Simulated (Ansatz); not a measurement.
**Ga: course of a relaxation**

These are results of Ansatz 0.2.0, DFT PBE, scalar-relativistic, plane waves, PAW, not measurements. Run with 420 eV cutoff, 20×20×20 k-mesh, Gaussian smearing of 0.10 eV, no spin polarisation.

What was changed in In: In → Ga on all its sites, cell and atoms relaxed.

Command:

```bash
ansatz run input.yaml --threads 1 --pin off --max-ram 2560MiB --backend cpu --events-out ev --progress --plain --runs-dir out
```

Input:

```yaml
crystal:
  lattice:
    - [-1.5295352855, 1.5295352855, 2.1616848842]
    - [1.5295352855, -1.5295352855, 2.1616848842]
    - [1.5295352855, 1.5295352855, -2.1616848842]
  atoms:
    - { symbol: Ga, position: [0.0, 0.0, 0.0] }
basis:
  ecutwfc: 420
kpoints:
  mp_grid: { grid: [20, 20, 20] }
hamiltonian:
  xc: pbe
scf:
  occupations: { method: gaussian, width: 0.1 }
output:
  forces: true
  stress: true
  eigenvalues: true
relax:
  adjacent_minimum: "off"
  f_tol: 0.01
  max_steps: 60
  cell: { stress_tol: 0.1 }
```

F is the free energy. Steps run on the plane waves of an earlier cell, but the last one, and at times one on the way, on a freshly chosen basis, so a repeated geometry can differ a little in energy.

Steps:

```json
{"step": "1", "F − F(1) (eV)": "0.0000", "largest force component (eV/Å)": "0.000", "V (Å³/atom)": "20.229", "P (GPa)": "-2.84"}
{"step": "2", "F − F(1) (eV)": "-0.0125", "largest force component (eV/Å)": "0.000", "V (Å³/atom)": "19.107", "P (GPa)": "-0.51"}
{"step": "3", "F − F(1) (eV)": "-0.0129", "largest force component (eV/Å)": "0.000", "V (Å³/atom)": "18.879", "P (GPa)": "0.07"}
{"step": "4", "F − F(1) (eV)": "-0.0125", "largest force component (eV/Å)": "0.000", "V (Å³/atom)": "18.879", "P (GPa)": "0.08"}
```

Relaxed structure:

```xyz
1
Lattice="-1.4946 1.4946 2.1128 1.4946 -1.4946 2.1128 1.4946 1.4946 -2.1128" Properties=species:S:1:pos:R:3 pbc="T T T"
Ga    0.0000    0.0000    0.0000
```

The structure is cubic, space group Fm-3m (No. 225). Conventional cell: a = 4.227 Å, b = 4.227 Å, c = 4.227 Å, α = 90.00°, β = 90.00°, γ = 90.00°. Ga (site symmetry m-3m) has 12 Ga at 2.99 Å as nearest neighbours.

The run converged. It took 31 s on 1 thread of Intel(R) Xeon(R) Platinum 8488C (Sapphire Rapids) (shared host), peak memory 0.48 GiB.